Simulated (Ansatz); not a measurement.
# WS2: band gap under strain

Aim: follow the gap of the known phase of WS2 with 3 atoms a cell through these states: no strain; -2.2 % shear in the xy plane; +3.8 % strain along y alone. The table at the end shows which levels were run.

Program: Ansatz 0.2.0. PAW datasets, plane waves. Spin-unpolarised throughout; all numbers are computed.

### 1 The system as given

The unstrained cell was relaxed with r2SCAN+rVV10; in each strained cell the atoms were relaxed again with r2SCAN+rVV10. Names of k-points are those of the unstrained zone, where strain can split equivalent points. First state: no strain.

The symmetry is R3m (No. 160, trigonal); conventional cell a = 3.172 Å, c = 18.712 Å, 18.11 Å³ an atom. W has 6 S at 2.41 Å; S has 3 W at 2.41 Å.

The structure in full:

```
CELL_PARAMETERS angstrom
1.58589 0.91561 6.23748
-1.58589 0.91561 6.23748
0.00000 -1.83122 6.23748
ATOMIC_POSITIONS crystal
W 0.00067 0.00067 0.00067
S 0.25056 0.25056 0.25056
S 0.41748 0.41748 0.41748
```

### 2 No strain: PBE

Input file input.yaml:

```yaml
crystal:
  lattice:
    - [1.5858867129, 0.9156121206, 6.2374759785]
    - [-1.5858867129, 0.9156121206, 6.2374759785]
    - [0.0, -1.8312242411, 6.2374759785]
  atoms:
    - { symbol: W, position: [0.0006662241, 0.0006662241, 0.0006662241] }
    - { symbol: S, position: [0.250557954, 0.250557954, 0.250557954] }
    - { symbol: S, position: [0.417475822, 0.417475822, 0.417475822] }
kpoints:
  mp_grid: { grid: [10, 10, 10] }
  band_path:
    path:
      - [0.0, 0.0, 0.0]
      - [-0.5, -0.5, -0.5]
      - [-0.5, -0.1810319447, -0.8189680553]
      - [-0.1810319447, 0.1810319447, -0.5]
      - [0.0, 0.0, -0.5]
      - [0.0, 0.3405159723, -0.3405159723]
      - [-0.3405159723, 0.0, -0.6594840277]
      - [-0.5, 0.0, -0.5]
      - [-0.1629287502, 0.1629287502, -0.5]
      - [0.0, 0.174479, -0.177083]
    npoints: 1
hamiltonian:
  xc: pbe
scf:
  occupations: { method: fermi_dirac, width: 0.02 }
  n_extra_bands: 4
output:
  forces: true
  stress: true
  eigenvalues: true
```

Command:

```
> ansatz run input.yaml --threads 4 --pin off --max-ram 4608MiB --backend cpu --events-out ev --progress --plain --runs-dir out
```

The runs that follow: No strain: r2SCAN; No strain: HSE06; -2.2 % shear in the xy plane: PBE; -2.2 % shear in the xy plane: r2SCAN; -2.2 % shear in the xy plane: HSE06; +3.8 % strain along y alone: PBE; +3.8 % strain along y alone: r2SCAN; +3.8 % strain along y alone: HSE06.

**Question.** What will these runs give?

**Answer**, as computed:

Least gap in eV (negative: overlap), with the change from the unstrained cell in brackets:

| state | volume change (%) | PBE | r2SCAN | HSE06 |
| --- | --- | --- | --- | --- |
| no strain | +0.0 | 1.07 | 1.18 | 1.60 |
| -2.2 % shear in the xy plane | -0.0 | 1.06 (-0.01) | 1.17 (-0.01) | 1.60 (+0.00) |
| +3.8 % strain along y alone | +3.8 | 0.80 (-0.27) | 0.86 (-0.32) | 1.22 (-0.38) |

In words: The largest move of the HSE06 gap in the table is -0.383 eV, under +3.8 % strain along y alone. PBE and HSE06 differ by 0.53 eV on the unstrained gap, and by at most 0.11 eV on its change: PBE follows the response to strain far better than the gap itself. Spin-orbit coupling is left out of the table, though the cell holds W (Z = 74); in an element this heavy it can shift bands and gaps by tenths of an eV.
